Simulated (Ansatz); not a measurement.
Ti under changes of volume

One of the cells (16.731 Å³/atom); the others are scaled copies at fixed shape and fractional positions:

```
CELL_PARAMETERS angstrom
0.00000 2.03000 2.03000
2.03000 0.00000 2.03000
2.03000 2.03000 0.00000
ATOMIC_POSITIONS crystal
Ti 0.00000 0.00000 0.00000
```

This isn't the form of Ti at room conditions, which is hcp.

| Quantity | Value |
| --- | --- |
| Program | Ansatz 0.2.0 |
| Functional | PBE0 |
| Potentials or basis | Ansatz PAW |
| Cutoff | 420 eV (not typed: the program's choice for these potentials) |
| k mesh | 6 × 6 × 6 |
| Occupations | fermi-dirac, width 0.05 eV |
| Spin | no spin polarisation |

| volume (Å³/atom) | energy over the lowest point (meV/atom) | pressure (GPa) |
| --- | --- | --- |
| 15.727 | 58.58 | 13.6 |
| 16.062 | 33.87 | 10.1 |
| 16.396 | 16.28 | 6.8 |
| 16.731 | 5.16 | 3.9 |
| 17.065 | 0.00 | 1.1 |
| 17.400 | ? | ? |
| 17.735 | 5.46 | -3.6 |

Q: What does the run at 17.400 Å³/atom give?

A: Energy over the lowest point 0.23 meV/atom; pressure -1.3 GPa.

Worked out: A Birch-Murnaghan fit of order 3 (a polynomial in V^(-2/3)) to the other rows has its minimum at 17.22 Å³/atom with B0 = V·E''(V) = 128 GPa and B' = 3.6. It gives 0.24 meV/atom at 17.400 Å³/atom, against the run's 0.23, and -dE/dV = -1.3 GPa, against -1.3.

Energies are extrapolated to zero smearing.

Caveats: all runs use coarse meshes; the PAW data sets come from PBE, with cores solved anew for the run's functional, which leaves a small shift of forces and pressure; the thresholds are loose for stress.
